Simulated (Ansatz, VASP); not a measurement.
# AlN: VASP beside Ansatz

INCAR

```
  PREC = Accurate
  ENCUT = 520
  EDIFF = 1E-6
  ISMEAR = -1
  SIGMA = 0.1
  LREAL = F
  LASPH = T
  NELM = 80
  ALGO = Normal
  ISIF = 2
  LWAVE = F
  LCHARG = T
  LELF = T
  LVHAR = T
  NBANDS = 11
```

File KPOINTS:

```
regular mesh
0
Gamma
  15 15 15
```

File POSCAR:

```
AlN
1.0
    0.0000000000      1.9645295256      1.9645295256
    1.9645295256      0.0000000000      1.9645295256
    1.9645295256      1.9645295256      0.0000000000
Al N
1 1
Direct
    0.0000000000      0.0000000000      0.0000000000
    0.5000000000      0.5000000000      0.5000000000
```

Input for Ansatz:

```yaml
crystal:
  lattice:
    - [0.0, 1.9645295256, 1.9645295256]
    - [1.9645295256, 0.0, 1.9645295256]
    - [1.9645295256, 1.9645295256, 0.0]
  atoms:
    - { symbol: Al, position: [0.0, 0.0, 0.0] }
    - { symbol: "N", position: [0.5, 0.5, 0.5] }
kpoints:
  mp_grid: { grid: [15, 15, 15] }
  band_path:
    path:
      - [0.0, 0.0, 0.0]
      - [0.5, 0.0, 0.5]
      - [0.625, 0.25, 0.625]
      - [0.375, 0.375, 0.75]
      - [0.0, 0.0, 0.0]
      - [0.5, 0.5, 0.5]
      - [0.5, 0.25, 0.75]
      - [0.5, 0.0, 0.5]
    npoints: 8
scf:
  occupations: { method: fermi_dirac, width: 0.1 }
hamiltonian:
  xc: lda
  pseudopotentials: { kind: paw }
output:
  forces: true
  stress: true
  eigenvalues: true
  populations: true
  dos: { projected: true, de: 0.2, e_range: [-14, 8] }
```

Change from the starting cell: volume scaled by 0.94, PAW files.

Alike in both runs: task single point; functional LDA; k mesh 15 × 15 × 15; occupations fermi-dirac, width 0.1 eV; no spin polarisation.

|  | VASP | Ansatz |
| --- | --- | --- |
| version | VASP 6.6.1 | Ansatz 0.2.0 |
| potentials or method | VASP PAW LDA potentials, release 64 (Al, N) | PAW with Ansatz's default frozen-core files, scalar-relativistic |
| plane-wave cutoff (eV) | 520 | 420 |
| valence electrons in the cell | 8 | 8 |

Ansatz gave:

* gap on the k mesh at the Fermi level (eV): 5.07
* pressure (GPa): 19.4

**Question.** Which values does VASP return?

**Answer.** gap on the k mesh at the Fermi level (eV): 5.07; pressure (GPa): 20.2.

Caveats: so large a pressure means that the cell lies far from this level's equilibrium, or that cutoff or potentials fall short (VASP); an odd mesh through Γ misses points on the zone boundary, where band edges often lie.
